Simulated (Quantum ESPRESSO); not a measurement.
Write the native input for Quantum ESPRESSO 7.5 that does the following.

```
Task                : relaxation of cell and atoms
Functional          : PBEsol
Potentials or basis : GBRV 1.5 PBEsol
Cutoff              : 707 eV
Density cutoff      : 5633 eV
k mesh              : 9 × 9 × 5
Occupations         : fermi-dirac, width 0.05 eV
Spin                : no spin polarisation
Target pressure     : 10 GPa
Mixing beta         : 0.5
Most SCF iterations : 120
SCF threshold       : 4e-10 Ry
Most ionic steps    : 40
Forc conv thr       : 0.0004 Ry/bohr
Etot conv thr       : 1e-05 Ry
Ion dynamics        : bfgs
Cell dynamics       : bfgs
Press conv thr      : 0.3 kbar
```

Crystal: Zr.

```
Zr
1.0
     3.23200    0.00000    0.00000
    -1.61600    2.79899    0.00000
     0.00000    0.00000    5.14700
Zr
2
Direct
  0.66667 0.33333 0.75000
  0.33333 0.66667 0.25000
```

The input as run:

pw.in

```
&CONTROL
  calculation = 'vc-relax'
  prefix = 'pwscf'
  outdir = './tmp'
  pseudo_dir = './pseudo'
  tprnfor = .true.
  tstress = .true.
  disk_io = 'low'
  nstep = 40
  forc_conv_thr = 0.0004
  etot_conv_thr = 1d-05
/
&SYSTEM
  ibrav = 0
  A = 3.232
  nat = 2
  ntyp = 1
  ecutwfc = 52
  ecutrho = 414
  nbnd = 19
  occupations = 'smearing'
  smearing = 'fd'
  degauss = 0.00367493
/
&ELECTRONS
  conv_thr = 4d-10
  electron_maxstep = 120
  mixing_beta = 0.5
/
&IONS
  ion_dynamics = 'bfgs'
/
&CELL
  cell_dynamics = 'bfgs'
  press = 100
  press_conv_thr = 0.3
/
ATOMIC_SPECIES
Zr    91.2240 zr_pbesol_v1.uspp.F.UPF
CELL_PARAMETERS alat
   1.0000000000    0.0000000000    0.0000000000
  -0.5000000000    0.8660254038    0.0000000000
   0.0000000000    0.0000000000    1.5925123762
ATOMIC_POSITIONS alat
Zr     0.5000000000    0.2886751346    1.1943842822
Zr     0.0000000000    0.5773502692    0.3981280941
K_POINTS automatic
9 9 5 0 0 0
```

Potentials or basis: GBRV 1.5 PBEsol.

Launch:

```sh
$ OMP_NUM_THREADS=1 mpirun -n 2 pw.x -nk 2 -in pw.in > pw.out
```

It gave:

- Relaxed volume: 20.53 Å³/atom
- Relaxed cell: a = 3.074 Å, b = 3.074 Å, c = 5.018 Å, α = 90.00°, β = 90.00°, γ = 120.00°
- Space group after relaxing (to 0.05 Å): P6_3/mmc (No. 194)
- Energy change on relaxing (the enthalpy is what falls): +48.0 meV/atom
- Ionic steps: 8
- Pressure after relaxing: 10.0 GPa
- Band gap on the k mesh: none (metal or under the smearing width)

It took 71 s on 2 MPI ranks on Arm Neoverse V2, on a shared host, peak memory 0.28 GiB a rank.
